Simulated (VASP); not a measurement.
# Cu (a cell with a defect) in VASP: relaxation of the atoms with PBEsol

Aim: the relaxation of the atoms of Cu (a cell with a defect) with PBEsol.

Everything below comes from runs of VASP 6.6.1. Logs are shortened: lines on timing, memory, paths and dates and some standing lists are left out, and cuts for length are marked.

### 1 The structure

The cell holds a defect, 63 atoms: a = 10.081 Å, b = 10.081 Å, c = 10.081 Å, α = 60.00°, β = 60.00°, γ = 60.00°.

The cell was built by a generator and needn't be a form met in nature.

### 2 Relaxation of the atoms, PBEsol

Contents of INCAR:

```
ALGO = Normal
EDIFF = 1E-7
EDIFFG = -0.005
ENCUT = 350
GGA = PS
IBRION = 2
ISIF = 2
ISMEAR = 1
LASPH = T
LCHARG = F
LREAL = F
LWAVE = F
NELM = 60
NSW = 60
PREC = Accurate
SIGMA = 0.1
```

Contents of KPOINTS:

```
k-points
0
Gamma
  3 3 3
```

Contents of POSCAR:

```
Cu
1.0
    0.0000000000      7.1280000000      7.1280000000
    7.1280000000      0.0000000000      7.1280000000
    7.1280000000      7.1280000000      0.0000000000
Cu
63
Direct
    0.0000000000      0.0000000000      0.2500000000
    0.0000000000      0.0000000000      0.5000000000
    0.0000000000      0.0000000000      0.7500000000
    0.0000000000      0.2500000000      0.0000000000
    0.0000000000      0.2500000000      0.2500000000
    0.0000000000      0.2500000000      0.5000000000
    0.0000000000      0.2500000000      0.7500000000
    0.0000000000      0.5000000000      0.0000000000
    0.0000000000      0.5000000000      0.2500000000
    0.0000000000      0.5000000000      0.5000000000
    0.0000000000      0.5000000000      0.7500000000
    0.0000000000      0.7500000000      0.0000000000
    0.0000000000      0.7500000000      0.2500000000
    0.0000000000      0.7500000000      0.5000000000
    0.0000000000      0.7500000000      0.7500000000
    0.2500000000      0.0000000000      0.0000000000
    0.2500000000      0.0000000000      0.2500000000
    0.2500000000      0.0000000000      0.5000000000
    0.2500000000      0.0000000000      0.7500000000
    0.2500000000      0.2500000000      0.0000000000
    0.2500000000      0.2500000000      0.2500000000
    0.2500000000      0.2500000000      0.5000000000
    0.2500000000      0.2500000000      0.7500000000
    0.2500000000      0.5000000000      0.0000000000
    0.2500000000      0.5000000000      0.2500000000
    0.2500000000      0.5000000000      0.5000000000
    0.2500000000      0.5000000000      0.7500000000
    0.2500000000      0.7500000000      0.0000000000
    0.2500000000      0.7500000000      0.2500000000
    0.2500000000      0.7500000000      0.5000000000
    0.2500000000      0.7500000000      0.7500000000
    0.5000000000      0.0000000000      0.0000000000
    0.5000000000      0.0000000000      0.2500000000
    0.5000000000      0.0000000000      0.5000000000
    0.5000000000      0.0000000000      0.7500000000
    0.5000000000      0.2500000000      0.0000000000
    0.5000000000      0.2500000000      0.2500000000
    0.5000000000      0.2500000000      0.5000000000
    0.5000000000      0.2500000000      0.7500000000
    0.5000000000      0.5000000000      0.0000000000
    0.5000000000      0.5000000000      0.2500000000
    0.5000000000      0.5000000000      0.5000000000
    0.5000000000      0.5000000000      0.7500000000
    0.5000000000      0.7500000000      0.0000000000
    0.5000000000      0.7500000000      0.2500000000
    0.5000000000      0.7500000000      0.5000000000
    0.5000000000      0.7500000000      0.7500000000
    0.7500000000      0.0000000000      0.0000000000
    0.7500000000      0.0000000000      0.2500000000
    0.7500000000      0.0000000000      0.5000000000
    0.7500000000      0.0000000000      0.7500000000
    0.7500000000      0.2500000000      0.0000000000
    0.7500000000      0.2500000000      0.2500000000
    0.7500000000      0.2500000000      0.5000000000
    0.7500000000      0.2500000000      0.7500000000
    0.7500000000      0.5000000000      0.0000000000
    0.7500000000      0.5000000000      0.2500000000
    0.7500000000      0.5000000000      0.5000000000
    0.7500000000      0.5000000000      0.7500000000
    0.7500000000      0.7500000000      0.0000000000
    0.7500000000      0.7500000000      0.2500000000
    0.7500000000      0.7500000000      0.5000000000
    0.7500000000      0.7500000000      0.7500000000
```

Potentials or basis: VASP PAW PBE potentials, release 64 (Cu).

Launch:

```bash
cat potpaw_PBE.64/Cu/POTCAR > POTCAR
mpirun -np 1 vasp_std > vasp.out
```

OUTCAR:

```text
EDIFF = 1E-7
   EDIFFG = -0.005
   ENCUT = 350
   GGA = PS
   IBRION = 2
   ISIF = 2
   ISMEAR = 1
   LASPH = T
   LREAL = F
   NELM = 60
   NSW = 60
   PREC = Accurate

 ion  position               nearest neighbor table
   1  0.000  0.000  0.250-   2 2.52   4 2.52   5 2.52  13 2.52  14 2.52  16 2.52  17 2.52  29 2.52
                            49 2.52  50 2.52  53 2.52
   2  0.000  0.000  0.500-   1 2.52   3 2.52   5 2.52   6 2.52  14 2.52  15 2.52  17 2.52  18 2.52
                            30 2.52  50 2.52  51 2.52  54 2.52
   3  0.000  0.000  0.750-   2 2.52   6 2.52   7 2.52  12 2.52  15 2.52  18 2.52  19 2.52  31 2.52
                            48 2.52  51 2.52  55 2.52
   4  0.000  0.250  0.000-   1 2.52   5 2.52   7 2.52   8 2.52  11 2.52  16 2.52  20 2.52  23 2.52
                            52 2.52  53 2.52  56 2.52
   5  0.000  0.250  0.250-   1 2.52   2 2.52   4 2.52   6 2.52   8 2.52   9 2.52  17 2.52  20 2.52
                            21 2.52  53 2.52  54 2.52  57 2.52
   6  0.000  0.250  0.500-   2 2.52   3 2.52   5 2.52   7 2.52   9 2.52  10 2.52  18 2.52  21 2.52
                            22 2.52  54 2.52  55 2.52  58 2.52
   7  0.000  0.250  0.750-   3 2.52   4 2.52   6 2.52  10 2.52  11 2.52  19 2.52  22 2.52  23 2.52
                            52 2.52  55 2.52  59 2.52
   8  0.000  0.500  0.000-   4 2.52   5 2.52   9 2.52  11 2.52  12 2.52  15 2.52  20 2.52  24 2.52
                            27 2.52  56 2.52  57 2.52  60 2.52
   9  0.000  0.500  0.250-   5 2.52   6 2.52   8 2.52  10 2.52  12 2.52  13 2.52  21 2.52  24 2.52
[... 95 lines left out ...]
  57  0.750  0.500  0.250-   5 2.52   8 2.52   9 2.52  41 2.52  42 2.52  45 2.52  53 2.52  54 2.52
                            56 2.52  58 2.52  60 2.52  61 2.52
  58  0.750  0.500  0.500-   6 2.52   9 2.52  10 2.52  42 2.52  43 2.52  46 2.52  54 2.52  55 2.52
                            57 2.52  59 2.52  61 2.52  62 2.52
  59  0.750  0.500  0.750-   7 2.52  10 2.52  11 2.52  40 2.52  43 2.52  47 2.52  52 2.52  55 2.52
                            56 2.52  58 2.52  62 2.52  63 2.52
  60  0.750  0.750  0.000-   8 2.52  12 2.52  15 2.52  32 2.52  44 2.52  45 2.52  48 2.52  51 2.52
                            56 2.52  57 2.52  61 2.52  63 2.52
  61  0.750  0.750  0.250-   9 2.52  12 2.52  13 2.52  33 2.52  45 2.52  46 2.52  48 2.52  49 2.52
                            57 2.52  58 2.52  60 2.52  62 2.52
  62  0.750  0.750  0.500-  10 2.52  13 2.52  14 2.52  34 2.52  46 2.52  47 2.52  49 2.52  50 2.52
                            58 2.52  59 2.52  61 2.52  63 2.52
  63  0.750  0.750  0.750-  11 2.52  14 2.52  15 2.52  35 2.52  44 2.52  47 2.52  50 2.52  51 2.52
                            56 2.52  59 2.52  60 2.52  62 2.52

  LATTYP: Found a face centered cubic cell.
 ALAT       =    14.2560000000

  Lattice vectors:

 A1 = (   0.0000000000,   7.1280000000,   7.1280000000)
 A2 = (   7.1280000000,   0.0000000000,   7.1280000000)
 A3 = (   7.1280000000,   7.1280000000,   0.0000000000)

Analysis of symmetry for initial positions (statically):
=====================================================================
 Subroutine PRICEL returns:
 Original cell was already a primitive cell.

 Routine SETGRP: Setting up the symmetry group for a
 face centered cubic supercell.

 Subroutine GETGRP returns: Found 48 space group operations
 (whereof 48 operations were pure point group operations)
 out of a pool of 48 trial point group operations.

The static configuration has the point symmetry O_h .

Analysis of symmetry for dynamics (positions and initial velocities):
=====================================================================
 Subroutine PRICEL returns:
 Original cell was already a primitive cell.

 Routine SETGRP: Setting up the symmetry group for a
 face centered cubic supercell.

 Subroutine GETGRP returns: Found 48 space group operations
 (whereof 48 operations were pure point group operations)
 out of a pool of 48 trial point group operations.

The dynamic configuration has the point symmetry O_h .

 Subroutine INISYM returns: Found 48 space group operations
 (whereof 48 operations are pure point group operations),
 and found     1 'primitive' translations

----------------------------------------------------------------------------------------

                                     Primitive cell

  volume of cell :     724.3243

[... 161 lines left out ...]
 ===========================================

 Found      4 irreducible k-points:

 Following reciprocal coordinates:
            Coordinates               Weight
  0.000000  0.000000  0.000000      1.000000
  0.333333  0.000000  0.000000      8.000000
  0.333333  0.333333  0.000000      6.000000
 -0.333333  0.333333  0.000000     12.000000
   k-points           NKPTS =      4   k-points in BZ     NKDIM =      4   number of bands    NBANDS=    415
   number of dos      NEDOS =    301   number of ions     NIONS =     63
   total plane-waves  NPLWV = 262144
   dimension x,y,z NGX =    64 NGY =   64 NGZ =   64
   dimension x,y,z NGXF=   128 NGYF=  128 NGZF=  128
   ions per type =              63
   NGX,Y,Z   is equivalent  to a cutoff of  10.55, 10.55, 10.55 a.u.
   NGXF,Y,Z  is equivalent  to a cutoff of  21.11, 21.11, 21.11 a.u.
 SYSTEM =  unknown system
   PREC   = accura    normal or accurate (medium, high low for compatibility)
   ISTART =      0    job   : 0-new  1-cont  2-samecut
   ICHARG =      2    charge: 1-file 2-atom 10-const
   ISPIN  =      1    spin polarized calculation?
   LNONCOLLINEAR =      F non collinear calculations
   LSORBIT =      F    spin-orbit coupling
   LASPH  =      T    aspherical Exc in radial PAW
   ENCUT  =  350.0 eV  25.72 Ry    5.07 a.u.  15.38 15.38 15.38*2*pi/ulx,y,z
   NELM   =     60;   NELMIN=  2; NELMDL= -5     # of ELM steps
   EDIFF  = 0.1E-06   stopping-criterion for ELM
   LREAL  =      F    real-space projection
   EDIFFG = -.5E-02   stopping-criterion for IOM
   NSW    =     60    number of steps for IOM
   IBRION =      2    ionic relax: 0-MD 1-quasi-New 2-CG
   NFREE  =      1    steps in history (QN), initial steepest desc. (CG)
   ISIF   =      2    stress and relaxation
   ISYM   =      2    0-nonsym 1-usesym 2-fastsym
   POTIM  = 0.5000    time-step for ionic-motion
   TEBEG  =    0.0;   TEEND  =   0.0 temperature during run
   PSTRESS=    0.0 pullay stress
   NELECT =     693.0000    total number of electrons
   NUPDOWN=      -1.0000    fix difference up-down
   EMIN   =  10.00;   EMAX   =-10.00  energy-range for DOS
   EFERMI =   0.00;   METHOD = LEGACY
   ISMEAR =     1;   SIGMA  =   0.10  broadening in eV -4-tet -1-fermi 0-gaus
   EFERMI_NEDOS =   21; number of points for ismear=-14 and -15
   IALGO  =     38    algorithm
   IMIX   =      4    mixing-type and parameters
     AMIX     =   0.40;   BMIX     =  1.00
     AMIX_MAG =   1.60;   BMIX_MAG =  1.00
  volume/ion in A,a.u.               =      11.50        77.59
  Fermi-wavevector in a.u.,A,eV,Ry     =   1.613150  3.048412 35.405822  2.602255
  Thomas-Fermi vector in A             =   2.708266
   LORBIT       =      0    0 simple, 1 ext, 2 COOP (PROOUT), +10 PAW based schemes
   GGA     = PS    functional components
   LHFCALC =     F    Hartree Fock is set to
   AEXX    =    0.0000 exact exchange contribution
   IVDW    =     0    specifies the selected vdW correction
   LEPSILON=     F    determine dielectric tensor
   LRPA    =     F    only Hartree local field effects (RPA)
 conjugate gradient relaxation of ions
 non-spin polarized calculation
 Methfessel and Paxton  Order N= 1 SIGMA  =   0.10
  energy-cutoff  :      350.00
  volume of cell :      724.32
 maximum number of plane-waves:     10849
 NGX is ok and might be reduce to    64
   NGX = 31   NGY = 31   NGZ = 31

--------------------------------------- Ionic step        1  -------------------------------------------

 number of electron     692.9997961 magnetization

 Free energy of the ion-electron system (eV)
  ---------------------------------------------------
  ext. energy  EPLUGINS =         0.00000000
  ---------------------------------------------------
  free energy    TOTEN  =      -270.22962055 eV

  energy without entropy =     -270.26227764  energy(sigma->0) =     -270.24050625

------------------------ aborting loop because EDIFF is reached ----------------------------------------

  FORCE on cell =-STRESS in cart. coord.  units (eV):
  Direction    XX          YY          ZZ          XY          YZ          ZX
  --------------------------------------------------------------------------------------
  -------------------------------------------------------------------------------------
  Total       -1.1954288     -1.1954288     -1.1954288     -0.0000000      0.0000000     -0.0000000
  in kB       -2.6442422     -2.6442422     -2.6442422     -0.0000000      0.0000000     -0.0000000
  external PRESSURE =      -2.6442422 kB  Pullay stress =       0.0000000 kB
[... 666 lines left out ...]
--------------------------------------- Ionic step        8  -------------------------------------------

 number of electron     692.9998335 magnetization

 Free energy of the ion-electron system (eV)
  ---------------------------------------------------
  ext. energy  EPLUGINS =         0.00000000
  ---------------------------------------------------
  free energy    TOTEN  =      -270.26268054 eV

  energy without entropy =     -270.29574303  energy(sigma->0) =     -270.27370137

 E-fermi :   7.6329     XC(G=0): -13.0533

 val. band max:        7.6006168178   @ k =   0.0000   0.0000   0.0000
 cond. band min:       7.6664934746   @ k =   0.3333   0.3333   0.0000
 fundamental gap:      0.0658766568
 Fermi energy:         7.6328624730

 k-point     1 :       0.0000    0.0000    0.0000
  band No.  band energies     occupation
      1      -1.9013      2.00000
      2       0.2186      2.00000
      3       0.2332      2.00000
      4       0.2332      2.00000
      5       0.2332      2.00000
      6       0.2558      2.00000
[... 1433 lines left out ...]
    357       9.1081     -0.00000
    358       9.1429     -0.00000
 [bands above 358 left out]

------------------------ aborting loop because EDIFF is reached ----------------------------------------

  FORCE on cell =-STRESS in cart. coord.  units (eV):
  Direction    XX          YY          ZZ          XY          YZ          ZX
  --------------------------------------------------------------------------------------
  -------------------------------------------------------------------------------------
  Total       -1.7582484     -1.7582484     -1.7582484     -0.0000000      0.0000000     -0.0000000
  in kB       -3.8891773     -3.8891773     -3.8891773     -0.0000000      0.0000000     -0.0000000
  external PRESSURE =      -3.8891773 kB  Pullay stress =       0.0000000 kB
[... 78 lines left out ...]
  FREE ENERGIE OF THE ION-ELECTRON SYSTEM (eV)
  ---------------------------------------------------
  free  energy   TOTEN  =      -270.2626805431 eV

  energy  without entropy=     -270.2957430315  energy(sigma->0) =     -270.27370137

 reached required accuracy - stopping structural energy minimisation
```

Run time: 2 h. Hardware: 1 thread of Intel Xeon 6975P-C (Granite Rapids), shared host; peak memory 0.89 GiB.

Results:

```yaml
Free_energy: -270.2627 eV
Energy_gained_by_relaxing: 0.5 meV/atom
Ionic_steps: 8
Pressure_after_relaxing: -0.4 GPa
Band_gap_on_the_k_mesh: none (metal or under the smearing width)
```

Forces on the atoms (eV/Å):
```
Cu   0.000  0.000  0.000
Cu   0.000  0.000  0.000
Cu   0.000  0.000  0.000
Cu   0.000  0.000  0.000
Cu  -0.001  0.001  0.001
Cu  -0.001  0.001  0.001
Cu   0.000  0.000  0.000
Cu   0.000  0.000  0.000
Cu  -0.001  0.001  0.001
Cu   0.000  0.000  0.000
Cu   0.001 -0.001 -0.001
Cu   0.000  0.000  0.000
Cu   0.000  0.000  0.000
Cu   0.001 -0.001 -0.001
Cu   0.001 -0.001 -0.001
Cu   0.000  0.000  0.000
Cu   0.001 -0.001  0.001
Cu   0.001 -0.001  0.001
Cu   0.000  0.000  0.000
Cu   0.001  0.001 -0.001
Cu   0.000  0.000  0.000
Cu  -0.001 -0.001 -0.001
Cu   0.000  0.000  0.003
Cu   0.001  0.001 -0.001
Cu  -0.001 -0.001 -0.001
Cu   0.000  0.000  0.000
Cu   0.000  0.000  0.000
Cu   0.000  0.000  0.000
Cu   0.000  0.003  0.000
Cu   0.000  0.000  0.000
Cu  -0.003  0.000  0.000
Cu   0.000  0.000  0.000
Cu   0.001 -0.001  0.001
Cu   0.000  0.000  0.000
Cu  -0.001  0.001 -0.001
Cu   0.001  0.001 -0.001
Cu  -0.001 -0.001 -0.001
Cu   0.000  0.000  0.000
Cu   0.000  0.000  0.000
Cu   0.000  0.000  0.000
Cu   0.000  0.000  0.000
Cu   0.000  0.000  0.000
Cu   0.000  0.000  0.000
Cu  -0.001 -0.001  0.001
Cu   0.000  0.000  0.000
Cu   0.000  0.000  0.000
Cu   0.001  0.001  0.001
Cu   0.000  0.000  0.000
Cu   0.000  0.000  0.000
Cu  -0.001  0.001 -0.001
Cu  -0.001  0.001 -0.001
Cu   0.000  0.000  0.000
Cu   0.003  0.000  0.000
Cu   0.000  0.000  0.000
Cu   0.000 -0.003  0.000
Cu  -0.001 -0.001  0.001
Cu   0.000  0.000  0.000
Cu   0.000  0.000  0.000
Cu   0.001  0.001  0.001
Cu  -0.001 -0.001  0.001
Cu   0.000  0.000 -0.003
Cu   0.001  0.001  0.001
Cu   0.000  0.000  0.000
```

Step by step:
| step | energy change (eV) | largest force (eV/Å) | pressure (GPa) |
| --- | --- | --- | --- |
| 1 | 0.0000 | 0.1842 | -0.26 |
| 2 | -0.0186 | 0.1207 | -0.30 |
| 3 | -0.0319 | 0.0280 | -0.39 |
| 4 | -0.0319 | 0.0264 | -0.38 |
| 5 | -0.0329 | 0.0093 | -0.39 |
| 6 | -0.0330 | 0.0061 | -0.39 |
| 7 | -0.0330 | 0.0060 | -0.39 |
| 8 | -0.0331 | 0.0028 | -0.39 |

Final structure:
```
Cu
1.0
     0.00000    7.12800    7.12800
     7.12800    0.00000    7.12800
     7.12800    7.12800    0.00000
Cu
63
Cartesian
  1.7635 1.7635 0.0000
  3.5640 3.5640 0.0000
  5.3645 5.3645 0.0000
  1.7635 0.0000 1.7635
  3.5600 8.9069 8.9069
  5.3491 10.6960 8.9069
  7.1280 5.3645 1.7635
  3.5640 0.0000 3.5640
  5.3491 8.9069 10.6960
  7.1280 3.5640 3.5640
  8.9069 5.3491 3.5600
  5.3645 0.0000 5.3645
  7.1280 1.7635 5.3645
  8.9069 3.5600 5.3491
  10.6960 5.3491 5.3491
  7.1280 1.7635 8.8915
  8.9069 3.5600 8.9069
  10.6960 5.3491 8.9069
  5.3645 7.1280 1.7635
  8.9069 8.9069 3.5600
  3.5640 3.5640 3.5640
  5.3491 5.3491 3.5600
  7.1280 7.1280 3.5576
  10.6960 8.9069 5.3491
  5.3491 3.5600 5.3491
  7.1280 5.3486 5.3486
  8.9074 7.1280 5.3486
  5.3645 1.7635 7.1280
  7.1280 3.5576 7.1280
  8.9074 5.3486 7.1280
  10.6984 7.1280 7.1280
  0.0000 3.5640 3.5640
  8.9069 5.3491 10.6960
  3.5640 7.1280 3.5640
  5.3491 8.9069 3.5600
  8.9069 10.6960 5.3491
  3.5600 5.3491 5.3491
  5.3486 7.1280 5.3486
  7.1280 8.9074 5.3486
  3.5640 3.5640 7.1280
  5.3486 5.3486 7.1280
  7.1280 7.1280 7.1280
  8.9074 8.9074 7.1280
  5.3491 3.5600 8.9069
  7.1280 5.3486 8.9074
  8.9074 7.1280 8.9074
  10.6960 8.9069 8.9069
  0.0000 5.3645 5.3645
  8.8915 7.1280 12.4925
  3.5600 8.9069 5.3491
  5.3491 10.6960 5.3491
  1.7635 5.3645 7.1280
  3.5576 7.1280 7.1280
  5.3486 8.9074 7.1280
  7.1280 10.6984 7.1280
  3.5600 5.3491 8.9069
  5.3486 7.1280 8.9074
  7.1280 8.9074 8.9074
  8.9069 10.6960 8.9069
  5.3491 5.3491 10.6960
  7.1280 7.1280 10.6984
  8.9069 8.9069 10.6960
  10.6920 10.6920 10.6920
```

Caveat: the cutoff is under 1.25 times the usual one of these potentials, so pressure, stress and relaxed cells hold a basis-set (Pulay) error; the PAW data sets were made with another functional, which shifts forces and pressure a little.
